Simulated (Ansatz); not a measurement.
Input and command of a plane-wave DFT calculation in Ansatz:

```yaml
crystal:
  lattice:
    - [6.509489454, 0.0, 0.0]
    - [0.0, 5.2564237872, 0.0]
    - [0.0, 0.0, 25.3713429356]
  atoms:
    - { symbol: Zn, position: [0.5, 0.9983827816, 0.3153163796] }
    - { symbol: Zn, position: [0.0, 0.9983827816, 0.3153163796] }
    - { symbol: O, position: [0.5, 0.6195172184, 0.3153163796] }
    - { symbol: O, position: [0.0, 0.6195172184, 0.3153163796] }
    - { symbol: Zn, position: [0.75, 0.4983827816, 0.3523488644] }
    - { symbol: Zn, position: [0.25, 0.4983827816, 0.3523488644] }
    - { symbol: O, position: [0.75, 0.1195172184, 0.3523488644] }
    - { symbol: O, position: [0.25, 0.1195172184, 0.3523488644] }
    - { symbol: Zn, position: [0.75, 0.9983827816, 0.426413834] }
    - { symbol: Zn, position: [0.25, 0.9983827816, 0.426413834] }
    - { symbol: O, position: [0.75, 0.6195172184, 0.426413834] }
    - { symbol: O, position: [0.25, 0.6195172184, 0.426413834] }
    - { symbol: Zn, position: [0.0, 0.494216689, 0.4608101809] }
    - { symbol: Zn, position: [0.5, 0.494216689, 0.4608101809] }
    - { symbol: O, position: [0.0, 0.1169774635, 0.4628064259] }
    - { symbol: O, position: [0.5, 0.1169774635, 0.4628064259] }
    - { symbol: Zn, position: [0.0, 0.9960886743, 0.5408306082] }
    - { symbol: Zn, position: [0.5, 0.9960886743, 0.5408306082] }
    - { symbol: O, position: [0.0, 0.6180923074, 0.5372653366] }
    - { symbol: O, position: [0.5, 0.6180923074, 0.5372653366] }
    - { symbol: Zn, position: [0.25, 0.4590728946, 0.5612092039] }
    - { symbol: Zn, position: [0.75, 0.4590728946, 0.5612092039] }
    - { symbol: O, position: [0.25, 0.1107480511, 0.5739763945] }
    - { symbol: O, position: [0.75, 0.1107480511, 0.5739763945] }
    - { symbol: C, position: [0.0833333333, 0.3577512921, 0.62836847] }
    - { symbol: F, position: [0.1840485888, 0.5148049769, 0.6596792221] }
    - { symbol: F, position: [-0.0173819222, 0.2006976073, 0.6596792221] }
basis:
  ecutwfc: 420
kpoints:
  mp_grid: { grid: [3, 3, 1] }
hamiltonian:
  xc: pbe
  dispersion: d3bj
scf:
  occupations: { method: gaussian, width: 0.05 }
output:
  forces: true
  eigenvalues: true
  write_density: true
  write_potential: true
  elf: true
  volumetric_format: npy
relax:
  adjacent_minimum: "off"
  f_tol: 0.04
  max_steps: 100
  constraints: [{ sites: [0, 1, 2, 3, 4, 5, 6, 7, 8, 9, 10, 11] }]
efield:
  axis: 3
  dipole_correction: true
  ramp_width: 0.04
```

```bash
ansatz run input.yaml --threads 8 --pin off --max-ram 20480MiB --backend cpu --events-out ev --progress --plain --runs-dir out
```

Processor: Intel(R) Xeon(R) 6975P-C (Granite Rapids), 8 threads, on a host shared with other jobs.

How long does it run, and how much memory does it take?

About 2.6 min on 8 threads of Intel(R) Xeon(R) 6975P-C (Granite Rapids), on a shared host, peak memory 2.9 GiB. It solves 144 bands at 5 k points (the mesh reduced by the symmetry that the task leaves, which can be less than the crystal's) with about 16921 plane waves, in 131 SCF iterations over 21 ionic steps.
